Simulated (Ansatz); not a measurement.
# MgB₃: from a trial structure to a relaxed crystal

Computed with Ansatz 0.2.0, DFT PBE, scalar-relativistic, plane waves, PAW.

The start puts MgB₃ on the Li3N structure type (P6/mmm, No. 191), with Mg in place of N, B in place of Li, at a guessed volume.

Input of the last, converged step (default PAW datasets):

```yaml
crystal:
  lattice:
    - [3.6786428926, 0.0, 0.0]
    - [-1.8393214463, 3.1857981964, 0.0]
    - [0.0, 0.0, 4.7099880629]
  atoms:
    - { symbol: Mg, position: [0.0, 0.0, 0.0] }
    - { symbol: B, position: [0.0, 0.0, 0.5] }
    - { symbol: B, position: [0.3333333333, 0.6666666667, 0.0] }
    - { symbol: B, position: [0.6666666667, 0.3333333333, 0.0] }
basis:
  ecutwfc: 420
kpoints:
  mp_grid: { grid: [12, 12, 10] }
hamiltonian:
  xc: pbe
scf:
  occupations: { method: gaussian, width: 0.1 }
output:
  forces: true
  stress: true
  eigenvalues: true
  write_density: true
  write_potential: true
  elf: true
  volumetric_format: npy
relax:
  adjacent_minimum: "off"
  f_tol: 0.01
  max_steps: 80
  cell: { stress_tol: 0.05 }
```

Launched as:

```bash
ansatz run input.yaml --threads 1 --pin off --max-ram 2560MiB --backend cpu --events-out ev --progress --plain --runs-dir out
```

It took 9.9 s on 1 thread of Intel(R) Xeon(R) 6975P-C (Granite Rapids) (shared host), peak memory 0.4 GiB.

The program printed at the end:

```
SCF converged after 6 iterations
Free energy (F): -2383.338102 eV
Harris-Foulkes:  -2383.338102 eV  (|F-HF|=1.82e-12)
Internal energy: -2383.330281 eV  (E = F + TS)
E sigma→0 (E₀):  -2383.334191 eV
Entropy (-TS):   -0.007820 eV (-1.955 meV/atom)
Fermi energy:    5.139048 eV
--- Per-component energies (eV) ---
  E_band       = -355.792854
  E_kinetic    = 196.570408
  E_local      = -2042.292071  (includes V_loc(G=0)·N_el)
  E_nonlocal   = 136.028551
  E_hartree    = 763.005963
  E_xc         = -117.637864
  E_vxc        = -141.650156  (∫ρ·V_xc dr)
  E_paw        = -525.205801  (= ΣΔE_a)
  E_vpaw       = -30.461512  (= ΣTr[D̂ρ^β])
  E_aug_tail   = -0.000006  (compensation charges beyond the density's cutoff)
  E_ewald      = -793.799461
  E_smearing   = -0.007820  (= −TS)
  E_closure    =  0.000000  (closes the sum)
  Σ components = -2383.338102   (vs F -2383.338102, Δ=0.00e0)
--- Forces (eV/Å), atoms counted from 1 ---
  atom   1  Mg     0.00000000     0.00000000     0.00000000
  atom   2  B      0.00000000     0.00000000     0.00000000
  atom   3  B      0.00000000     0.00000000     0.00000000
  atom   4  B      0.00000000     0.00000000     0.00000000
  max |Σ_I F_I| component: 3.70e-17 eV/Å
--- Stress (GPa, compression-positive) ---
       -0.029865       0.000000       0.000000
        0.000000      -0.029865       0.000000
        0.000000       0.000000       0.007193
  P = ⅓ Tr σ = -0.0175 GPa (-0.175 kbar)
--- Relaxed structure (3 steps of the walk, 3 accepted, 1 SCFs on fresh bases) ---
  F+E_penalty+E_count = -2383.33810154 eV   max|allowed force component| = 7.401e-17 eV/Å   (the final SCF, on the basis selected at the relaxed cell)
  cell:  # Å, volume = 55.3457 Å³
    - [3.675812, 0.0, 0.0]
    - [-1.837906, 3.183346, 0.0]
    - [0.0, 0.0, 4.729842]
  atoms:
    - { symbol: Mg, position: [0.000000, 0.000000, 0.0] }
    - { symbol: B, position: [0.000000, 0.000000, 0.5] }
    - { symbol: B, position: [0.333333, 0.666667, 0.0] }
    - { symbol: B, position: [0.666667, 0.333333, 0.0] }
```

Absolute energies hang on the potentials; compare differences alone.

The result has space group P6/mmm (No. 191). Mg is coordinated by 6 B at 2.12 Å and 2 B at 2.36 Å; B on Wyckoff site b (1 atom of the primitive cell) is coordinated by 2 Mg at 2.36 Å; around B on Wyckoff site c (2 atoms of the primitive cell) lie 3 Mg at 2.12 Å and 3 B at 2.12 Å.

Against the elements it lies at 2.05 eV/atom. The zero of energy is the elements' standard structures at the same level; no fitted shifts are applied.

For metals, differences of a few meV/atom aren't resolved.

Symmetry constrained the relaxation, so the result can be a saddle point.